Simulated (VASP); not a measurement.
# NaH in VASP: one cell, several levels of theory, part 1 of 2

Aim: gap, levels, forces and stress of rocksalt NaH, under +5.0 % biaxial strain in x and y, free along z at fixed geometry. Runs: PBE, r2SCAN.

The runs shown are made with VASP 6.6.1. PAW datasets, plane waves. No spin polarisation and no zero-point or thermal motion.

### Step 1. The structure to begin with

The cell comes from an earlier relaxation with r2SCAN in another program, then strained, with the atoms relaxed again.

The symmetry is I4/mmm (No. 139, tetragonal); conventional cell a = 3.560 Å, c = 4.684 Å, 14.84 Å³ an atom. Near Na stand 6 H at 2.34–2.52 Å; near H stand 6 Na at 2.34–2.52 Å.

The structure in full:

```xyz
2
Lattice="0.0000 2.5174 2.3418 2.5174 0.0000 2.3418 2.5174 2.5174 0.0000" Properties=species:S:1:pos:R:3 pbc="T T T"
Na    0.0000    0.0000    0.0000
H     2.5174    2.5174    2.3418
```

### Step 2. Single point with PBE

The input, INCAR:

```
ENCUT = 520.000000
SIGMA = 0.020000
EDIFF = 1.00e-07
GGA = PE
PREC = Accurate
IBRION = -1
ISIF = 2
ISMEAR = -1
NBANDS = 11
NELM = 120
NSW = 0
LASPH = .TRUE.
LCHARG = .FALSE.
LWAVE = .FALSE.
LREAL = .FALSE.
```

The input, KPOINTS:

```
KPOINTS created by Atomic Simulation Environment
0
Gamma
10 10 10
0 0 0
```

The input, KPOINTS_OPT:

```
special points
8
Reciprocal
0.0000000000 0.0000000000 0.0000000000 1
0.5000000000 0.0000000000 0.5000000000 1
0.6250000000 0.2500000000 0.6250000000 1
0.3750000000 0.3750000000 0.7500000000 1
0.5000000000 0.5000000000 0.5000000000 1
0.5000000000 0.2500000000 0.7500000000 1
0.3567710000 -0.5000000000 -0.1432290000 1
0.0000000000 0.0000000000 0.5000000000 1
```

The input, POSCAR:

```
Na H
 1.0000000000000000
     0.0000000000000000    2.5173879028999999    2.3417644326999998
     2.5173879028999999    0.0000000000000000    2.3417644326999998
     2.5173879028999999    2.5173879028999999    0.0000000000000000
 Na  H
   1   1
Cartesian
  0.0000000000000000  0.0000000000000000  0.0000000000000000
  2.5173879028999999  2.5173879028999999  2.3417644326999998
```

The run uses the recommended PBE PAW datasets (8 valence electrons a neutral cell).

On the command line:

```sh
$ mpirun -np 1 vasp_std
```

Printed to the terminal (iteration lines stand in OSZICAR):

```text
POSCAR found type information on POSCAR NaH
 POSCAR found :  2 types and       2 ions
 LDA part: xc-table for (Slater+PW92), standard interpolation
 POSCAR, INCAR and KPOINTS ok, starting setup
 FFT: planning ... GRIDC
 FFT: planning ... GRID_SOFT
 FFT: planning ... GRID
 WAVECAR not read
 entering main loop
 Start KPOINTS_OPT (optional k-point list driver)
k-point batch [1-8\8]
```

OSZICAR:

```text
N       E                     dE             d eps       ncg     rms          rms(c)
DAV:   1     0.383529314902E+02    0.38353E+02   -0.45263E+03  2268   0.738E+02
DAV:   2    -0.411522217613E+01   -0.42468E+02   -0.41580E+02  2348   0.195E+02
DAV:   3    -0.549348621750E+01   -0.13783E+01   -0.13761E+01  2692   0.336E+01
DAV:   4    -0.550333138163E+01   -0.98452E-02   -0.98443E-02  2611   0.290E+00
DAV:   5    -0.550342152960E+01   -0.90148E-04   -0.90147E-04  2583   0.284E-01    0.317E+00
DAV:   6    -0.515955480603E+01    0.34387E+00   -0.34918E-01  2600   0.270E+00    0.145E+00
DAV:   7    -0.506931309405E+01    0.90242E-01   -0.33596E-01  2547   0.210E+00    0.360E-01
DAV:   8    -0.507455891391E+01   -0.52458E-02   -0.10907E-02  2463   0.937E-01    0.732E-02
DAV:   9    -0.507443658883E+01    0.12233E-03   -0.13200E-03  2726   0.363E-01    0.231E-02
DAV:  10    -0.507442395494E+01    0.12634E-04   -0.71445E-05  2535   0.525E-02    0.471E-03
DAV:  11    -0.507442769366E+01   -0.37387E-05   -0.72463E-06  2524   0.118E-02    0.331E-03
DAV:  12    -0.507442734955E+01    0.34411E-06   -0.25920E-07  2638   0.342E-03    0.312E-04
DAV:  13    -0.507442736055E+01   -0.11000E-07   -0.57245E-09  1446   0.591E-04
   1 F= -.50744274E+01 E0= -.50744274E+01  d E =-.135849E-10
       N       E                     dE             ncg
DAV:   1     0.973768754442E+01   -0.29305E+04      176
DAV:   2    -0.340466459305E+03   -0.35020E+03      182
DAV:   3    -0.350511331884E+03   -0.10045E+02      211
DAV:   4    -0.350572275136E+03   -0.60943E-01      203
DAV:   5    -0.350572899345E+03   -0.62421E-03      196
DAV:   6    -0.350572908999E+03   -0.96548E-05      203
DAV:   7    -0.350572909168E+03   -0.16832E-06      202
DAV:   8    -0.350572909171E+03   -0.31746E-08      149
```

The lines after F= are the extra pass for the points of KPOINTS_OPT, at fixed density; their E is not a total energy.

From OUTCAR:

```text
k-points           NKPTS =    102   k-points in BZ     NKDIM =    102   number of bands    NBANDS=     11

   NELECT =       8.0000    total number of electrons

   dimension x,y,z NGX =    28 NGY =   28 NGZ =   28
   dimension x,y,z NGXF=    56 NGYF=   56 NGZF=   56

  energy-cutoff  :      520.00
  volume of cell :       29.68
      direct lattice vectors                 reciprocal lattice vectors
     0.000000000  2.517387903  2.341764433    -0.198618576  0.198618576  0.213514217
     2.517387903  0.000000000  2.341764433     0.198618576 -0.198618576  0.213514217
     2.517387903  2.517387903  0.000000000     0.198618576  0.198618576 -0.213514217

 k-points in reciprocal lattice and weights: KPOINTS created by Atomic Simulation Env
   0.00000000  0.00000000  0.00000000       0.001
   0.10000000 -0.00000000  0.00000000       0.008
   0.20000000 -0.00000000  0.00000000       0.008
   0.30000000 -0.00000000  0.00000000       0.008
   0.40000000 -0.00000000  0.00000000       0.008
   0.50000000 -0.00000000  0.00000000       0.004
   0.10000000  0.10000000  0.00000000       0.002
   0.20000000  0.10000000  0.00000000       0.008
[... 94 more k-points ...]

 E-fermi :  -0.8036

 k-point     1 :       0.0000    0.0000    0.0000
  band No.  band energies     occupation
      1     -23.4632      2.00000
      2     -23.4631      2.00000
      3     -23.4385      2.00000
      4      -4.7447      2.00000
      5       8.6459      0.00000
      6      13.8915      0.00000
      7      13.8915      0.00000
      8      14.2401      0.00000
      9      14.7150      0.00000
     10      14.7150      0.00000
     11      14.7510      0.00000

 k-point     2 :       0.1000   -0.0000    0.0000
  band No.  band energies     occupation
      1     -23.4684      2.00000
      2     -23.4644      2.00000
      3     -23.4415      2.00000
      4      -4.5789      2.00000
      5       8.1390      0.00000
      6      11.8885      0.00000
      7      13.1707      0.00000
      8      13.5443      0.00000
      9      15.4764      0.00000
     10      15.4816      0.00000
     11      15.6662      0.00000

 k-point     3 :       0.2000   -0.0000    0.0000
  band No.  band energies     occupation
      1     -23.4850      2.00000
      2     -23.4678      2.00000
      3     -23.4462      2.00000
      4      -4.0972      2.00000
      5       6.6625      0.00000
      6      10.3386      0.00000
      7      12.3678      0.00000
      8      12.9565      0.00000
      9      15.3982      0.00000
     10      16.3086      0.00000
     11      16.5375      0.00000

 k-point     4 :       0.3000   -0.0000    0.0000
  band No.  band energies     occupation
      1     -23.5079      2.00000
      2     -23.4720      2.00000
      3     -23.4496      2.00000
      4      -3.3587      2.00000
      5       4.7676      0.00000
      6       9.5775      0.00000
      7      11.7804      0.00000
      8      12.5644      0.00000
      9      14.6599      0.00000
     10      15.9736      0.00000
     11      17.2612      0.00000

 k-point     5 :       0.4000   -0.0000    0.0000
  band No.  band energies     occupation
      1     -23.5268      2.00000
      2     -23.4754      2.00000
      3     -23.4517      2.00000
      4      -2.5312      2.00000
      5       3.1385      0.00000
      6       9.2164      0.00000
      7      11.4250      0.00000
      8      12.3436      0.00000
      9      14.1488      0.00000
     10      15.5061      0.00000
     11      17.2421      0.00000

 k-point     6 :       0.5000   -0.0000    0.0000
  band No.  band energies     occupation
      1     -23.5341      2.00000
      2     -23.4767      2.00000
      3     -23.4524      2.00000
      4      -2.0942      2.00000
      5       2.4237      0.00000
      6       9.1072      0.00000
      7      11.3060      0.00000
      8      12.2722      0.00000
      9      13.9739      0.00000
     10      15.3395      0.00000
     11      17.1182      0.00000

 k-point     7 :       0.1000    0.1000    0.0000
  band No.  band energies     occupation
      1     -23.4663      2.00000
      2     -23.4663      2.00000
      3     -23.4465      2.00000
      4      -4.5015      2.00000
      5       8.0805      0.00000
      6      12.1440      0.00000
      7      12.1440      0.00000
      8      12.4354      0.00000
      9      15.1703      0.00000
     10      16.9718      0.00000
     11      16.9718      0.00000

 k-point     8 :       0.2000    0.1000    0.0000
  band No.  band energies     occupation
      1     -23.4775      2.00000
      2     -23.4701      2.00000
      3     -23.4523      2.00000
      4      -4.1065      2.00000
      5       7.0857      0.00000
      6      10.1993      0.00000
      7      11.3587      0.00000
      8      13.0628      0.00000
      9      14.8872      0.00000
     10      17.2458      0.00000
     11      17.2639      0.00000

 k-point     9 :       0.3000    0.1000    0.0000
  band No.  band energies     occupation
      1     -23.4996      2.00000
      2     -23.4745      2.00000
      3     -23.4545      2.00000
      4      -3.4397      2.00000
      5       5.3789      0.00000
      6       9.0707      0.00000
      7      10.8517      0.00000
      8      13.9276      0.00000
      9      14.0900      0.00000
     10      16.2865      0.00000
     11      16.9938      0.00000

 k-point    10 :       0.4000    0.1000    0.0000
  band No.  band energies     occupation
      1     -23.5201      2.00000
      2     -23.4777      2.00000
      3     -23.4562      2.00000
      4      -2.6286      2.00000
      5       3.6760      0.00000
      6       8.5357      0.00000
      7      10.6344      0.00000
      8      13.1913      0.00000
      9      14.4204      0.00000
     10      15.4595      0.00000
     11      17.9119      0.00000

 k-point    11 :       0.5000    0.1000    0.0000
  band No.  band energies     occupation
      1     -23.5308      2.00000
      2     -23.4785      2.00000
      3     -23.4575      2.00000
      4      -2.0397      2.00000
      5       2.6579      0.00000
      6       8.3150      0.00000
      7      10.7143      0.00000
      8      12.5755      0.00000
      9      14.5567      0.00000
     10      14.9053      0.00000
     11      18.8344      0.00000

 k-point    12 :      -0.4000    0.1000    0.0000
  band No.  band energies     occupation
      1     -23.5280      2.00000
      2     -23.4767      2.00000
      3     -23.4575      2.00000
      4      -2.2461      2.00000
      5       2.9675      0.00000
      6       8.3189      0.00000
      7      11.0981      0.00000
      8      12.2591      0.00000
      9      14.6324      0.00000
     10      14.8221      0.00000
     11      19.1197      0.00000

 k-point    13 :      -0.3000    0.1000    0.0000
  band No.  band energies     occupation
      1     -23.5137      2.00000
      2     -23.4729      2.00000
      3     -23.4552      2.00000
      4      -3.0119      2.00000
      5       4.3414      0.00000
      6       8.5627      0.00000
      7      11.7874      0.00000
      8      12.2371      0.00000
      9      14.6163      0.00000
     10      15.3644      0.00000
     11      18.7193      0.00000

 k-point    14 :      -0.2000    0.1000    0.0000
  band No.  band energies     occupation
      1     -23.4943      2.00000
      2     -23.4685      2.00000
      3     -23.4504      2.00000
      4      -3.7823      2.00000
      5       6.0550      0.00000
      6       9.2098      0.00000
      7      12.4438      0.00000
      8      12.7701      0.00000
      9      14.7235      0.00000
     10      15.9415      0.00000
     11      17.2927      0.00000

 k-point    15 :      -0.1000    0.1000    0.0000
  band No.  band energies     occupation
      1     -23.4779      2.00000
      2     -23.4653      2.00000
      3     -23.4442      2.00000
      4      -4.3308      2.00000
      5       7.4348      0.00000
      6      10.5810      0.00000
      7      12.7463      0.00000
      8      13.9484      0.00000
      9      14.3607      0.00000
     10      15.5863      0.00000
     11      16.6945      0.00000

 k-point    16 :       0.2000    0.2000    0.0000
  band No.  band energies     occupation
      1     -23.4745      2.00000
      2     -23.4745      2.00000
      3     -23.4663      2.00000
      4      -3.8095      2.00000
      5       6.8215      0.00000
      6      10.5425      0.00000
      7      10.5425      0.00000
      8      10.5701      0.00000
      9      14.7563      0.00000
     10      17.1874      0.00000
     11      19.0176      0.00000

[... the tables of k-points 17 to 102 left out ...]

  Total       -0.2915339     -0.2915339      0.0664962      0.0000000      0.0000000      0.0000000
  in kB      -15.7371509    -15.7371509      3.5894990      0.0000000      0.0000000      0.0000000
  external PRESSURE =      -9.2949342 kB  Pullay stress =       0.0000000 kB

 POSITION                                       TOTAL-FORCE (eV/Angst)
 -----------------------------------------------------------------------------------
      0.00000      0.00000      0.00000         0.000000      0.000000     -0.000000
      2.51739      2.51739      2.34176         0.000000      0.000000      0.000000
 -----------------------------------------------------------------------------------
    total drift:                               -0.000000     -0.000000     -0.000000

  FREE ENERGIE OF THE ION-ELECTRON SYSTEM (eV)
  ---------------------------------------------------
  free  energy   TOTEN  =        -5.0744273605 eV

  energy  without entropy=       -5.0744273605  energy(sigma->0) =       -5.07442736
```

Wall time 29 s (1 MPI rank of Intel Xeon Platinum 8488C, shared host); peak memory 0.19 GiB.

The levels at the points of KPOINTS_OPT are read from vasprun.xml.

Levels at the named points, in eV from the top of band v (v: the last filled band by count, c: the next):

| point | v−1 | v | c | c+1 |
| --- | --- | --- | --- | --- |
| Γ | -22.24 | -3.55 | 9.84 | 15.09 |
| X | -22.27 | -0.36 | 4.21 | 10.05 |
| U | -22.27 | -0.24 | 4.91 | 6.21 |
| K | -22.29 | -0.09 | 5.69 | 6.00 |
| L | -22.25 | -0.90 | 3.62 | 10.31 |
| W | -22.29 | -0.06 | 5.51 | 6.34 |

Gap with PBE: 3.62 eV, valence top at (0.36, -0.50, -0.14), conduction bottom at L. Least direct gap: 4.52 eV. Pressure: -0.93 GPa; the forces vanish within 0.01 eV/Å.

(Continued in part 2 of 2.)
